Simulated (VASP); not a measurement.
A VASP 6.6.1 single-point calculation on TePb

INCAR

```
LASPH = .TRUE.
PREC = Accurate
NSW = 0
LCHARG = .FALSE.
EDIFF = 1E-7
NBANDS = 17
GGA = PE
NELM = 120
IBRION = -1
ISMEAR = -1
ISIF = 2
SIGMA = 0.02
LWAVE = .FALSE.
LREAL = .FALSE.
ENCUT = 520
IVDW = 12
```

KPOINTS

```
KPOINTS created by Atomic Simulation Environment
0
Gamma
8 8 8
0 0 0
```

POSCAR

```
Pb Te
 1.0000000000000000
     0.0000000000000000    3.2678373029999999    3.1044454378999999
     3.2678373029999999    0.0000000000000000    3.1044454378999999
     3.2678373029999999    3.2678373029999999    0.0000000000000000
 Pb  Te
   1   1
Cartesian
  0.0000000000000000  0.0000000000000000  0.0000000000000000
  3.2678373029999994  3.2678373029999994  3.1044454378999999
```

The recommended PBE PAW datasets give the neutral cell 20 valence electrons.

Command

```
mpirun -np 1 vasp_std
```

OSZICAR

```
N       E                     dE             d eps       ncg     rms          rms(c)
DAV:   1     0.153322846872E+03    0.15332E+03   -0.92017E+03  2006   0.114E+03
DAV:   2     0.320960336324E+01   -0.15011E+03   -0.14537E+03  2120   0.298E+02
DAV:   3    -0.726188949670E+01   -0.10471E+02   -0.10357E+02  2647   0.852E+01
DAV:   4    -0.753813068800E+01   -0.27624E+00   -0.27609E+00  2562   0.154E+01
DAV:   5    -0.754939323047E+01   -0.11263E-01   -0.11262E-01  2968   0.276E+00    0.358E+00
DAV:   6    -0.743387369715E+01    0.11552E+00   -0.24738E-01  2933   0.357E+00    0.219E+00
DAV:   7    -0.742996541735E+01    0.39083E-02   -0.83534E-02  2556   0.144E+00    0.941E-01
DAV:   8    -0.743164225297E+01   -0.16768E-02   -0.10029E-02  2538   0.102E+00    0.164E-01
DAV:   9    -0.743152345663E+01    0.11880E-03   -0.11540E-03  3003   0.386E-01    0.749E-02
DAV:  10    -0.743156596580E+01   -0.42509E-04   -0.14239E-04  2356   0.897E-02    0.185E-02
DAV:  11    -0.743157169445E+01   -0.57286E-05   -0.42913E-05  2748   0.578E-02    0.187E-02
DAV:  12    -0.743157112949E+01    0.56496E-06   -0.30898E-06  2242   0.955E-03    0.128E-02
DAV:  13    -0.743157020684E+01    0.92264E-06   -0.12619E-06  2562   0.824E-03    0.411E-03
DAV:  14    -0.743157037734E+01   -0.17049E-06   -0.45561E-07  2554   0.505E-03    0.166E-03
DAV:  15    -0.743157042494E+01   -0.47608E-07   -0.42444E-08  1228   0.140E-03
   1 F= -.82506454E+01 E0= -.82506454E+01  d E =-.855638E-08
```

Standard output (part)

```
POSCAR found type information on POSCAR PbTe
 POSCAR found :  2 types and       2 ions
 LDA part: xc-table for (Slater+PW92), standard interpolation
 POSCAR, INCAR and KPOINTS ok, starting setup
 WAVECAR not read
 entering main loop
```

From OUTCAR

```
k-points           NKPTS =     59   k-points in BZ     NKDIM =     59   number of bands    NBANDS=     17

   NELECT =      20.0000    total number of electrons

   dimension x,y,z NGX =    36 NGY =   36 NGZ =   36
   dimension x,y,z NGXF=    72 NGYF=   72 NGZF=   72

  energy-cutoff  :      520.00
  volume of cell :       66.30
      direct lattice vectors                 reciprocal lattice vectors
     0.000000000  3.267837303  3.104445438    -0.153006393  0.153006393  0.161059361
     3.267837303  0.000000000  3.104445438     0.153006393 -0.153006393  0.161059361
     3.267837303  3.267837303  0.000000000     0.153006393  0.153006393 -0.161059361

 k-points in reciprocal lattice and weights: KPOINTS created by Atomic Simulation Env
   0.00000000  0.00000000  0.00000000       0.002
   0.12500000  0.00000000  0.00000000       0.016
   0.25000000  0.00000000  0.00000000       0.016
   0.37500000  0.00000000  0.00000000       0.016
   0.50000000  0.00000000  0.00000000       0.008
   0.12500000  0.12500000  0.00000000       0.004
   0.25000000  0.12500000  0.00000000       0.016
   0.37500000  0.12500000  0.00000000       0.016
   ...

 E-fermi :   6.2230

 k-point     1 :       0.0000    0.0000    0.0000
  band No.  band energies     occupation
      1     -10.9112      2.00000
      2     -10.8996      2.00000
      3     -10.8970      2.00000
      4     -10.8868      2.00000
      5     -10.8868      2.00000
      6      -6.3260      2.00000
      7       0.3237      2.00000
      8       4.0805      2.00000
      9       4.6109      2.00000
     10       4.6109      2.00000
     11       9.5539      0.00000
     12       9.5539      0.00000
     13      10.8012      0.00000
     14      11.5201      0.00000
     15      11.5201      0.00000
     16      11.8212      0.00000
     17      13.1077      0.00000

 k-point     2 :       0.1250    0.0000    0.0000
  band No.  band energies     occupation
      1     -10.9123      2.00000
      2     -10.9003      2.00000
      3     -10.8977      2.00000
      4     -10.8854      2.00000
      5     -10.8844      2.00000
      6      -6.1888      2.00000
      7      -0.1534      2.00000
      8       4.2623      2.00000
      9       4.6226      2.00000
     10       4.7736      2.00000
     11       8.8602      0.00000
     12       8.9924      0.00000
     13      10.0258      0.00000
     14      11.4594      0.00000
     15      11.8462      0.00000
     16      11.9950      0.00000
     17      14.0011      0.00000

 k-point     3 :       0.2500    0.0000    0.0000
  band No.  band energies     occupation
      1     -10.9162      2.00000
      2     -10.9070      2.00000
      3     -10.8956      2.00000
      4     -10.8809      2.00000
      5     -10.8776      2.00000
      6      -5.7931      2.00000
      7      -1.1951      2.00000
      8       4.5391      2.00000
      9       4.6736      2.00000
     10       5.1857      2.00000
     11       7.7634      0.00000
     12       8.0304      0.00000
     13       8.7905      0.00000
     14      11.7882      0.00000
     15      12.7170      0.00000
     16      12.7350      0.00000
     17      15.8043      0.00000

 ...

  Total      -0.49447    -0.49447     2.60425     0.00000     0.00000     0.00000
  in kB     -11.94855   -11.94855    62.93001     0.00000     0.00000     0.00000
  external pressure =       13.01 kB  Pullay stress =        0.00 kB

 POSITION                                       TOTAL-FORCE (eV/Angst)
 -----------------------------------------------------------------------------------
      0.00000      0.00000      0.00000        -0.000000      0.000000     -0.000000
      3.26784      3.26784      3.10445         0.000000     -0.000000      0.000000
 -----------------------------------------------------------------------------------
    total drift:                               -0.000000      0.000000      0.000000

  FREE ENERGIE OF THE ION-ELECTRON SYSTEM (eV)
  ---------------------------------------------------
  free  energy   TOTEN  =        -8.2506454115 eV

  energy  without entropy=       -8.2506454029  energy(sigma->0) =       -8.25064541
```

It converged. Results: gap between bands v and c on the k mesh 0.56 eV; least direct gap on the k mesh 0.56 eV; pressure 1.3 GPa. Band v is the last that the valence electrons fill when counted band by band, and c is the next.

For comparison, a separate PBE run of the intended cell, on usual settings and not on those above, gives a gap of 0.56 eV on its mesh and a pressure of 3.4 GPa.

The run above took about 76 s on one core of a shared host (Intel Xeon Platinum 8488C) and held 0.25 GiB at most.
